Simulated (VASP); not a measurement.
# Zn (Fm-3m) in VASP: settings compared, part 3 of 3

VASP 6.6.1. The steps go on from the part before.

### 5 Band structure, LDA

Contents of INCAR:

```
PREC = Normal
ENCUT = 400
EDIFF = 1E-8
ISMEAR = 1
SIGMA = 0.2
LREAL = False
LASPH = True
NELM = 80
ALGO = Fast
ISIF = 2
LWAVE = False
LCHARG = False
GGA = CA
```

Contents of KPOINTS:

```
regular mesh
0
Gamma
  12 12 12
```

Contents of POSCAR:

```
Zn
2.7786
    0.000000000000      0.707110055424      0.707110055424
    0.707110055424      0.000000000000      0.707110055424
    0.707110055424      0.707110055424      0.000000000000
Zn
1
Direct
    0.0000000000      0.0000000000      0.0000000000
```

Contents of KPOINTS_OPT:

```
path GXWKGLUWLK,UX
10
line-mode
reciprocal
 0.0000000000  0.0000000000  0.0000000000  G
 0.5000000000  0.0000000000  0.5000000000  X

 0.5000000000  0.0000000000  0.5000000000  X
 0.5000000000  0.2500000000  0.7500000000  W

 0.5000000000  0.2500000000  0.7500000000  W
 0.3750000000  0.3750000000  0.7500000000  K

 0.3750000000  0.3750000000  0.7500000000  K
 0.0000000000  0.0000000000  0.0000000000  G

 0.0000000000  0.0000000000  0.0000000000  G
 0.5000000000  0.5000000000  0.5000000000  L

 0.5000000000  0.5000000000  0.5000000000  L
 0.6250000000  0.2500000000  0.6250000000  U

 0.6250000000  0.2500000000  0.6250000000  U
 0.5000000000  0.2500000000  0.7500000000  W

 0.5000000000  0.2500000000  0.7500000000  W
 0.5000000000  0.5000000000  0.5000000000  L

 0.5000000000  0.5000000000  0.5000000000  L
 0.3750000000  0.3750000000  0.7500000000  K

 0.6250000000  0.2500000000  0.6250000000  U
 0.5000000000  0.0000000000  0.5000000000  X
```

Potentials or basis: VASP PAW LDA potentials, release 64 (Zn_sv_GW).

On the command line:

```console
> cat potpaw_LDA.64/Zn_sv_GW/POTCAR > POTCAR
> mpirun -np 1 vasp_std > vasp.out
```

OUTCAR:

```text
PREC = Normal
   ENCUT = 400
   EDIFF = 1E-8
   ISMEAR = 1
   LREAL = False
   LASPH = True
   NELM = 80
   ISIF = 2
   GGA = CA

 ion  position               nearest neighbor table
   1  0.000  0.000  0.000-

  LATTYP: Found a face centered cubic cell.
 ALAT       =     3.9295520000

  Lattice vectors:

 A1 = (   0.0000000000,   1.9647760000,   1.9647760000)
 A2 = (   1.9647760000,   0.0000000000,   1.9647760000)
 A3 = (   1.9647760000,   1.9647760000,   0.0000000000)

Analysis of symmetry for initial positions (statically):
=====================================================================
 Subroutine PRICEL returns:
 Original cell was already a primitive cell.

 Routine SETGRP: Setting up the symmetry group for a
 face centered cubic supercell.

 Subroutine GETGRP returns: Found 48 space group operations
 (whereof 48 operations were pure point group operations)
 out of a pool of 48 trial point group operations.

The static configuration has the point symmetry O_h .

Analysis of symmetry for dynamics (positions and initial velocities):
=====================================================================
 Subroutine PRICEL returns:
 Original cell was already a primitive cell.

[... 171 lines left out ...]
      8      -2.0200      2.00000
      9      -1.6367      2.00000
     10      -1.6367      2.00000
     11      23.6848      0.00000
     12      23.6848      0.00000
     13      23.6849      0.00000
     14      24.3379      0.00000
[... 377 lines left out ...]
      1    -119.6147      2.00000
      2     -74.5019      2.00000
      3     -74.4881      2.00000
      4     -74.4856      2.00000
      5      -2.5253      2.00000
      6      -2.1060      2.00000
      7      -1.8794      2.00000
      8      -1.6656      2.00000
      9      -1.3944      2.00000
     10       3.3448      2.00000
     11       5.2191      2.03246
     12      14.9450      0.00000
     13      18.5714      0.00000
     14      20.9666      0.00000

 [... further k-points ...]

------------------------ aborting loop because EDIFF is reached ----------------------------------------

  FORCE on cell =-STRESS in cart. coord.  units (eV):
  Direction    XX          YY          ZZ          XY          YZ          ZX
  --------------------------------------------------------------------------------------
  -------------------------------------------------------------------------------------
  Total       -1.4831399     -1.4831399     -1.4831399     -0.0000000     -0.0000000     -0.0000000
  in kB     -156.6475366   -156.6475366   -156.6475366     -0.0000000     -0.0000000     -0.0000000
  external PRESSURE =    -156.6475366 kB  Pullay stress =       0.0000000 kB

 VOLUME and BASIS-vectors are now :
 -----------------------------------------------------------------------------
  energy-cutoff  :      400.00
  volume of cell :       15.17
      direct lattice vectors                 reciprocal lattice vectors
     0.000000000  1.964776000  1.964776000    -0.254481936  0.254481936  0.254481936
     1.964776000  0.000000000  1.964776000     0.254481936 -0.254481936  0.254481936
     1.964776000  1.964776000  0.000000000     0.254481936  0.254481936 -0.254481936

 POSITION                                       TOTAL-FORCE (eV/Angst)
 -----------------------------------------------------------------------------------
      0.00000      0.00000      0.00000         0.000000     -0.000000      0.000000
 -----------------------------------------------------------------------------------
    total drift:                               -0.000000      0.000000      0.000000

  FREE ENERGIE OF THE ION-ELECTRON SYSTEM (eV)
  ---------------------------------------------------
  free  energy   TOTEN  =        -1.7618787513 eV

  energy  without entropy=       -1.7612296737  energy(sigma->0) =       -1.76166239
```

It took 30 s on 1 thread of AMD EPYC 7R43 (Zen 3), shared host; peak memory 0.09 GiB.

These settings aren't checked as converged (typed here: PREC = Normal; EDIFF = 1e-08; ENCUT = 400): the numbers below hold their error.

Results:

```
Free energy             : -1.7619 eV
Band gap along the path : none (metal or under the smearing width)
```

Caveat: the cutoff is under 1.25 times the usual one of these potentials, so pressure, stress and relaxed cells hold a basis-set (Pulay) error.

### 6 Optical spectrum, SCAN+D3

Contents of INCAR:

```
PREC = Accurate
ENCUT = 600
EDIFF = 1E-6
ISMEAR = 1
SIGMA = 0.2
LREAL = False
LASPH = True
NELM = 80
ALGO = Normal
ISIF = 2
LWAVE = False
LCHARG = False
METAGGA = SCAN
LMIXTAU = True
IVDW = 11
LOPTICS = True
NBANDS = 42
NEDOS = 2000
CSHIFT = 0.05
```

Contents of KPOINTS:

```
Automatic mesh
0
Gamma
  12 12 12
```

Contents of POSCAR:

```
Zn
1.0
    0.0000000000      1.9647760000      1.9647760000
    1.9647760000      0.0000000000      1.9647760000
    1.9647760000      1.9647760000      0.0000000000
Zn
1
Direct
    0.0000000000      0.0000000000      0.0000000000
```

Potentials or basis: VASP PAW PBE potentials, release 64 (Zn_sv_GW).

On the command line:

```console
> cat potpaw_PBE.64/Zn_sv_GW/POTCAR > POTCAR
> mpirun -np 1 vasp_std > vasp.out
```

OUTCAR:

```text
PREC = Accurate
   ENCUT = 600
   EDIFF = 1E-6
   ISMEAR = 1
   LREAL = False
   LASPH = True
   NELM = 80
   ISIF = 2
   METAGGA = SCAN
   IVDW = 11
 IVDW          = 11

 ion  position               nearest neighbor table
   1  0.000  0.000  0.000-

  LATTYP: Found a face centered cubic cell.
 ALAT       =     3.9295520000

  Lattice vectors:

 A1 = (   0.0000000000,   1.9647760000,   1.9647760000)
 A2 = (   1.9647760000,   0.0000000000,   1.9647760000)
 A3 = (   1.9647760000,   1.9647760000,   0.0000000000)

Analysis of symmetry for initial positions (statically):
=====================================================================
 Subroutine PRICEL returns:
 Original cell was already a primitive cell.

 Routine SETGRP: Setting up the symmetry group for a
 face centered cubic supercell.

 Subroutine GETGRP returns: Found 48 space group operations
 (whereof 48 operations were pure point group operations)
 out of a pool of 48 trial point group operations.

The static configuration has the point symmetry O_h .

Analysis of symmetry for dynamics (positions and initial velocities):
[... 796 lines left out ...]
 -----------------------------------------------------------------------------------
      0.00000      0.00000      0.00000        -0.000000     -0.000000      0.000000
 -----------------------------------------------------------------------------------
    total drift:                                0.000000      0.000000     -0.000000

  FREE ENERGIE OF THE ION-ELECTRON SYSTEM (eV)
  ---------------------------------------------------
  free  energy   TOTEN  =       -13.5662307268 eV

  energy  without entropy=      -13.5665877223  energy(sigma->0) =      -13.56634973

 electrical conductivity sigma (Mega S m-1) (frequency dependency in vasprun.xml)
  --------------------------------------------------------------------------------------
       0.257       0.000       0.000
       0.000       0.257       0.000
       0.000       0.000       0.257

  frequency dependent IMAGINARY DIELECTRIC FUNCTION (independent particle, no local field effects) density-density
     E(ev)      X         Y         Z        XY        YZ        ZX
  --------------------------------------------------------------------------------------------------------------
     0.00000    -0.00000    -0.00000    -0.00000     0.00000     0.00000    -0.00000
     2.73948    17.99273    17.99273    17.99273     0.00000     0.00000    -0.00000
     5.47895     1.24433     1.24433     1.24433     0.00000    -0.00000    -0.00000
     8.21843     0.94813     0.94813     0.94813    -0.00000    -0.00000     0.00000
    10.95791     0.73795     0.73795     0.73795    -0.00000    -0.00000     0.00000
    13.69738     0.69562     0.69562     0.69562    -0.00000     0.00000    -0.00000
[... 92 lines left out ...]
   268.46873     0.00000     0.00000     0.00000     0.00000     0.00000    -0.00000
   271.20821     0.00000     0.00000     0.00000     0.00000     0.00000    -0.00000

  frequency dependent      REAL DIELECTRIC FUNCTION (independent particle, no local field effects) density-density
     E(ev)        X           Y           Z          XY          YZ          ZX
  --------------------------------------------------------------------------------------------------------------
     0.00000   529.20992   529.20992   529.20992     0.00000     0.00000    -0.00000
     2.73948     0.16591     0.16591     0.16591    -0.00000    -0.00000     0.00000
     5.47895    -1.93473    -1.93473    -1.93473    -0.00000    -0.00000     0.00000
     8.21843     0.09042     0.09042     0.09042    -0.00000    -0.00000     0.00000
    10.95791     0.32470     0.32470     0.32470    -0.00000    -0.00000     0.00000
    13.69738     0.93955     0.93955     0.93955    -0.00000    -0.00000     0.00000
[... 92 lines left out ...]
   268.46873     0.98835     0.98835     0.98835    -0.00000    -0.00000     0.00000
   271.20821     0.98861     0.98861     0.98861    -0.00000    -0.00000     0.00000

  frequency dependent IMAGINARY DIELECTRIC FUNCTION (independent particle, no local field effects) current-current
     E(ev)      X         Y         Z        XY        YZ        ZX
  --------------------------------------------------------------------------------------------------------------
     0.00000  1111.03084  1111.03084  1111.03084    -0.00000    -0.00000     0.00000
     2.73948    17.98150    17.98150    17.98150    -0.00000    -0.00000    -0.00000
     5.47895     1.24630     1.24630     1.24630    -0.00000    -0.00000     0.00000
     8.21843     0.95289     0.95289     0.95289    -0.00000    -0.00000    -0.00000
    10.95791     0.73224     0.73224     0.73224     0.00000    -0.00000     0.00000
    13.69738     0.69601     0.69601     0.69601     0.00000     0.00000    -0.00000
[... 92 lines left out ...]
   268.46873     0.00000     0.00000     0.00000    -0.00000    -0.00000     0.00000
   271.20821     0.00000     0.00000     0.00000    -0.00000    -0.00000     0.00000

  frequency dependent      REAL DIELECTRIC FUNCTION (independent particle, no local field effects) current-current
     E(ev)        X           Y           Z          XY          YZ          ZX
  --------------------------------------------------------------------------------------------------------------
     0.00000    23.11012    23.11012    23.11012    -0.00000    -0.00000     0.00000
     2.73948    -1.76513    -1.76513    -1.76513     0.00000     0.00000    -0.00000
     5.47895    -2.21843    -2.21843    -2.21843     0.00000     0.00000    -0.00000
     8.21843    -0.03505    -0.03505    -0.03505     0.00000     0.00000    -0.00000
    10.95791     0.25423     0.25423     0.25423     0.00000     0.00000    -0.00000
    13.69738     0.89373     0.89373     0.89373     0.00000     0.00000    -0.00000
[... 92 lines left out ...]
   268.46873     0.98825     0.98825     0.98825     0.00000     0.00000    -0.00000
   271.20821     0.98851     0.98851     0.98851     0.00000     0.00000    -0.00000
```

Run time: 10 min. Hardware: 1 thread of AMD EPYC 7R43 (Zen 3), shared host; peak memory 0.2 GiB.

Results:

```yaml
Free_energy: -13.5662 eV
Pressure: -10.8 GPa
Band_gap_on_the_k_mesh: none (metal or under the smearing width)
Dispersion_energy_per_atom: -0.123 eV
```

Levels at points of the mesh, in eV from the Fermi level:
```tsv
k point	band 8	band 9	band 10	band 11	band 12	band 13
(0.00, 0.00, 0.00)	-7.73	-7.34	-7.34	19.45	19.46	19.46
(0.50, 0.00, 0.00)	-7.04	-7.04	-3.07	-1.29	16.23	16.23
(0.50, 0.50, 0.00)	-6.97	-6.97	-1.14	2.07	8.98	8.98
```

Dielectric function (mean over the directions given):
```
energy (eV)  real part  imaginary part
       0.41    -115.92          708.95
       1.23     -27.61           -0.12
       1.92      -8.06           15.58
       2.60       3.80            9.32
       3.29      -7.45            1.58
       3.97      -0.73            1.52
       4.66      -4.64            4.26
       5.34      -1.91            0.83
       5.89      -1.37           -0.03
       6.57       0.04            0.02
       7.26       0.84            1.72
       7.94      -0.19            0.94
       8.63       0.32            0.53
       9.31       0.45            1.11
      10.00       0.68            0.74
      10.55       0.70            0.88
      11.23       0.74            0.30
      11.92       0.78            0.97
      12.60       0.68            0.60
      13.29       0.82            0.44
      13.97       0.84            0.81
      14.66       0.74            0.61
      15.20       0.73            0.78
      15.89       0.73            0.57
      16.57       0.67            0.35
      17.26       0.62            0.78
      17.94       0.61            0.42
      18.63       0.67            0.49
      19.31       0.66            0.37
      20.00       0.80            0.37
```

Caveat: spectra need much finer meshes, so this one isn't converged; independent-particle spectra lack excitons; the intraband (Drude) part of a metal's response may be missing; the PAW data sets were made with another functional, which shifts forces and pressure a little; pairwise dispersion overbinds metals, which lowers pressure and volume.

### 7 The runs side by side

```csv
task,level,potentials or basis,cell,k mesh,cutoff (eV),smearing,grid for exact exchange (PRECFOCK),screening parameter,k mesh for the DOS,mesh quality,gap on the mesh (eV),pressure (GPa)
density of states,HSE06+TS,"VASP PAW PBE potentials, release 64 (Zn)",volume scaled by 0.92,6 × 6 × 6,520,tetrahedron,Fast,0.2 1/A,-,coarse,none,-2.7
density of states,revPBE+D4,"VASP PAW PBE potentials, release 64 (Zn)",as given,12 × 12 × 12,520,tetrahedron 0.05 eV,-,-,18 × 18 × 18,not flagged,-,-
optical spectrum,r2SCAN+D4,"VASP PAW PBE potentials, release 64 (Zn)",volume scaled by 1.08,7 × 7 × 7,520,methfessel-paxton 0.2 eV,-,-,-,not flagged,none,-9.0
optical spectrum,SCAN+D3,"VASP PAW PBE potentials, release 64 (Zn_sv_GW)",as given,12 × 12 × 12,600,methfessel-paxton 0.2 eV,-,-,-,not flagged,none,-10.8
```

Alike in all rows: no spin polarisation.

Caveats: some runs use coarse meshes; the PAW data sets were made with another functional, which shifts forces and pressure a little; pairwise dispersion overbinds metals, which lowers pressure and volume; spectra need much finer meshes, so this one isn't converged (some runs); independent-particle spectra lack excitons (some runs); the intraband (Drude) part of a metal's response may be missing (some runs); atom-pairwise D2, TS and ULG terms overbind metals (some runs).

Absolute energies hang on the potentials; compare differences alone.
